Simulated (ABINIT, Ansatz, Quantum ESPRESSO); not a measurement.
## LiCl: electronic dielectric constant by level of theory

**What was measured.** The electronic dielectric constant of LiCl (Fm-3m) is reported as 2.75 (a printed reference work). The runs below try to reproduce it.

```cif
data_structure
_symmetry_space_group_name_H-M 'P 1'
_symmetry_Int_Tables_number 1
_cell_length_a 3.6271
_cell_length_b 3.6271
_cell_length_c 3.6271
_cell_angle_alpha 60.000
_cell_angle_beta 60.000
_cell_angle_gamma 60.000
_cell_volume 33.74
loop_
_atom_site_label
_atom_site_type_symbol
_atom_site_fract_x
_atom_site_fract_y
_atom_site_fract_z
_atom_site_occupancy
Cl1 Cl 0.50000 0.50000 0.50000 1
Li1 Li 0.00000 0.00000 0.00000 1
```

```tsv
rung	level	program and potentials	cutoff (eV)	k mesh	smearing	task	core time	chip	electronic dielectric constant	miss	notes
GGA	WC	Quantum ESPRESSO, PseudoDojo 0.4.1 SR PBE standard	1007	4 × 4 × 4, shifted	fixed	phonons	47 s	Intel Xeon 6975P-C Granite Rapids	3.06	+11.3 %	potentials made for PBE; cell relaxed first (16.33 Å³/atom)
GGA	RPBE	Quantum ESPRESSO, PseudoDojo 0.4.1 SR PBE standard	1007	4 × 4 × 4, shifted	fixed	phonons	49 s	Intel Xeon 6975P-C Granite Rapids	2.82	+2.5 %	potentials made for PBE; cell relaxed first (18.12 Å³/atom)
GGA	PBEsol	Quantum ESPRESSO, PseudoDojo 0.4.1 SR PBEsol standard	1007	6 × 6 × 6, shifted	fixed	dielectric tensor	78 s	Intel Xeon Platinum 8375C Ice Lake	3.02	+9.8 %	-
GGA	AM05	Quantum ESPRESSO, PseudoDojo 0.4.1 SR PBE standard	1007	6 × 6 × 6, shifted	fixed	dielectric tensor	89 s	Intel Xeon Platinum 8375C Ice Lake	2.98	+8.4 %	potentials made for PBE
GGA	WC	Quantum ESPRESSO, PseudoDojo 0.4.1 SR PBE standard	1007	6 × 6 × 6, shifted	fixed	dielectric tensor	93 s	Intel Xeon Platinum 8375C Ice Lake	3.02	+9.8 %	potentials made for PBE
GGA	BLYP	Quantum ESPRESSO, PseudoDojo 0.4.1 SR PBE standard	1007	6 × 6 × 6, shifted	fixed	dielectric tensor	97 s	Intel Xeon Platinum 8375C Ice Lake	2.92	+6.2 %	potentials made for PBE
LDA	LDA	Quantum ESPRESSO, JTH 2.0 LDA	707	6 × 6 × 6, shifted	fixed	phonons	1.9 min	Arm Neoverse V1	3.18	+15.6 %	cell relaxed first (15.34 Å³/atom)
GGA	PBE	ABINIT, PseudoDojo NC SR PBE v0.4.1 standard	1007	4 × 4 × 4, 4 shifts	fixed	dielectric tensor	2 min	Arm Neoverse V2	2.96	+7.6 %	-
GGA	PBE	Quantum ESPRESSO, GBRV 1.5 PBE	612	6 × 6 × 6, shifted	fixed	phonons	2.1 min	Arm Neoverse V1	2.96	+7.6 %	-
GGA	PBE	Ansatz, Ansatz PAW	420	7 × 7 × 7	fixed	phonons	2.4 min	Arm Neoverse V1	2.96	+7.6 %	-
GGA	PBE	Quantum ESPRESSO, JTH 2.0 PBE	707	6 × 6 × 6, shifted	fixed	phonons	2.4 min	Arm Neoverse V1	2.95	+7.3 %	cell relaxed first (17.09 Å³/atom)
GGA	PBE	Quantum ESPRESSO, SPMS 1.0 PBE	912	6 × 6 × 6, shifted	fixed	phonons	2.5 min	Arm Neoverse V1	2.96	+7.6 %	-
LDA	LDA	Ansatz, Ansatz PAW	420	7 × 7 × 7	fixed	phonons	2.9 min	Arm Neoverse V1	3.04	+10.5 %	potentials made for PBE, which Ansatz adapts in part
GGA	PBE	Quantum ESPRESSO, SSSP 1.3 efficiency PBE	748	6 × 6 × 6, shifted	fixed	phonons	3.3 min	Arm Neoverse V1	2.96	+7.6 %	-
LDA	LDA	Quantum ESPRESSO, PseudoDojo 0.4.1 SR LDA standard	1007	4 × 4 × 4, shifted	fixed	phonon dispersion	4.6 min	Arm Neoverse V1	3.19	+16.0 %	cell relaxed first (15.29 Å³/atom)
GGA	PBE	Quantum ESPRESSO, PseudoDojo 0.4.1 SR PBE standard	1007	4 × 4 × 4, shifted	fixed	phonon dispersion	5.1 min	Arm Neoverse V1	2.95	+7.3 %	cell relaxed first (17.07 Å³/atom)
GGA	PBE	Quantum ESPRESSO, PseudoDojo 0.4 SR PBE stringent	1306	6 × 6 × 6, shifted	fixed	phonons	5.6 min	Arm Neoverse V1	2.96	+7.6 %	-
```

Times are single runs on shared hosts and different chips, so they are rough; meshes, cutoffs and the tasks' sizes weigh on the time. All rows: no spin polarisation. Smearing widths are in eV. The cell comes from a database and isn't always the measured one. Meshes differ between rows, which moves values too. All levels ran on this one cell, unrelaxed unless noted. Meshes are those of the run's cell of 2 atoms unless a note names another. Ansatz refines the mesh for the field response beyond the one shown. Misses use the values as printed. Runs on faulty files, with rough fits or with known faults for this quantity aren't shown. No row holds spin-orbit coupling.

By rung: LDA in relaxed cells 3.18 to 3.19; LDA 3.04; GGA in relaxed cells 2.82 to 3.06; GGA 2.92 to 3.02. Measured: 2.75 (a printed reference work). Closest is RPBE (+2.5 %), and PBE misses by +7.3 % to +7.6 % on plain settings. The runs are for a static lattice, while measurements hold temperature and zero-point motion.
